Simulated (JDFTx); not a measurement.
HfC:

```xyz
2
Lattice="0.0000 2.3250 2.3250 2.3250 0.0000 2.3250 2.3250 2.3250 0.0000" Properties=species:S:1:pos:R:3 pbc="T T T"
Hf    2.3250    2.3250    2.3250
C     0.0000    0.0000    0.0000
```

| Item | Value |
| --- | --- |
| Program | JDFTx 1.7.0 (patched build) |
| Task | relaxation of cell and atoms |
| Functional | PBE |
| Dispersion | D3 |
| Potentials or basis | PseudoDojo-SR-PBE-0.5-standard with smoothed tails |
| Cutoff | 1116 eV |
| Density cutoff | 8925 eV |
| k mesh | 10 × 10 × 10 |
| Occupations | fermi-dirac, width 0.05 eV |
| Spin | no spin polarisation |

At the start: pressure -3.7 GPa; volume 12.57 Å³/atom.

Where does the relaxation end?

Over 5 steps the energy falls by 2.3 meV/atom and the volume is 12.37 Å³/atom (-1.5 %); space group Fm-3m (No. 225, to 0.05 Å).

The path:
| step | energy change (eV) | largest force (eV/Å) | pressure (GPa) | volume (Å³) |
| --- | --- | --- | --- | --- |
| 1 | 0.0000 | 0.0000 | -3.74 | 25.14 |
| 2 | -0.0012 | 0.0000 | -3.24 | 25.08 |
| 3 | -0.0046 | 0.0000 | -0.07 | 24.75 |
| 4 | -0.0046 | 0.0000 | 0.00 | 24.75 |
| 5 | -0.0046 | 0.0000 | 0.00 | 24.75 |

Final structure:
```
CELL_PARAMETERS angstrom
0.00000 2.31295 2.31295
2.31295 0.00000 2.31295
2.31295 2.31295 0.00000
ATOMIC_POSITIONS crystal
Hf 0.50000 0.50000 0.50000
C 0.00000 0.00000 0.00000
```

Caveat: pairwise dispersion overbinds metals, which lowers pressure and volume.
